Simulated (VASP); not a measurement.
Wanted: the native input for a VASP 6.6.1 run.

| Item | Value |
| --- | --- |
| Task | band structure |
| Functional | PBE |
| Potentials or basis | VASP PAW PBE potentials, release 54 (In_d, P) |
| Cutoff | 900 eV |
| k mesh | 8 × 8 × 8 |
| Occupations | fermi-dirac, width 0.05 eV |
| Spin | no spin polarisation |
| Further INCAR settings | ALGO = Normal; EDIFF = 1e-06; NBANDS = 16 |

Crystal: InP.

```
CELL_PARAMETERS angstrom
0.00000 2.93050 2.93050
2.93050 0.00000 2.93050
2.93050 2.93050 0.00000
ATOMIC_POSITIONS crystal
In 0.00000 0.00000 0.00000
P 0.75000 0.75000 0.75000
```

These files were run (other wordings do the same):

POSCAR

```
InP
1.0
    0.0000000000      2.9305000000      2.9305000000
    2.9305000000      0.0000000000      2.9305000000
    2.9305000000      2.9305000000      0.0000000000
In P
1 1
Direct
    0.0000000000      0.0000000000      0.0000000000
    0.7500000000      0.7500000000      0.7500000000
```

INCAR.step1

```
PREC = Accurate
ENCUT = 900
EDIFF = 1E-6
ISMEAR = -1
SIGMA = 0.05
LREAL = F
LASPH = T
NELM = 60
ALGO = Normal
ISIF = 2
LWAVE = F
LCHARG = T
GGA = PE
NBANDS = 16
```

KPOINTS.step1

```
Automatic mesh
0
Gamma
  8 8 8
```

INCAR.step2

```
PREC = Accurate
ENCUT = 900
EDIFF = 1E-6
ISMEAR = 0
SIGMA = 0.05
LREAL = F
LASPH = T
NELM = 60
ALGO = Normal
ISIF = 2
LWAVE = F
LCHARG = F
GGA = PE
NBANDS = 16
ICHARG = 11
```

KPOINTS.step2

```
path GXWKGLUWLK,UX
15
line-mode
reciprocal
 0.0000000000  0.0000000000  0.0000000000  G
 0.5000000000  0.0000000000  0.5000000000  X

 0.5000000000  0.0000000000  0.5000000000  X
 0.5000000000  0.2500000000  0.7500000000  W

 0.5000000000  0.2500000000  0.7500000000  W
 0.3750000000  0.3750000000  0.7500000000  K

 0.3750000000  0.3750000000  0.7500000000  K
 0.0000000000  0.0000000000  0.0000000000  G

 0.0000000000  0.0000000000  0.0000000000  G
 0.5000000000  0.5000000000  0.5000000000  L

 0.5000000000  0.5000000000  0.5000000000  L
 0.6250000000  0.2500000000  0.6250000000  U

 0.6250000000  0.2500000000  0.6250000000  U
 0.5000000000  0.2500000000  0.7500000000  W

 0.5000000000  0.2500000000  0.7500000000  W
 0.5000000000  0.5000000000  0.5000000000  L

 0.5000000000  0.5000000000  0.5000000000  L
 0.3750000000  0.3750000000  0.7500000000  K

 0.6250000000  0.2500000000  0.6250000000  U
 0.5000000000  0.0000000000  0.5000000000  X
```

Potentials or basis: VASP PAW PBE potentials, release 54 (In_d, P).

Command:

```console
$ cat potpaw_PBE.54/In_d/POTCAR potpaw_PBE.54/P/POTCAR > POTCAR
$ cp INCAR.step1 INCAR
$ cp KPOINTS.step1 KPOINTS
$ mpirun -np 1 vasp_std > vasp.out
$ cp INCAR.step2 INCAR
$ cp KPOINTS.step2 KPOINTS
$ mpirun -np 1 vasp_std > vasp.out
```

Results of the run:

```json
{
  "Band gap on the k mesh": "0.71 eV, direct",
  "Band gap along the path": "0.71 eV, direct"
}
```

Caveat: the log is that of the step along the path at fixed density, whose energy, stress, charges and moments have no meaning; spin-orbit coupling is left out, which moves the levels of the heavy elements.

Wall time 3.8 min on 1 thread of Intel(R) Xeon(R) Platinum 8488C (Sapphire Rapids) (shared host), peak memory 0.43 GiB.
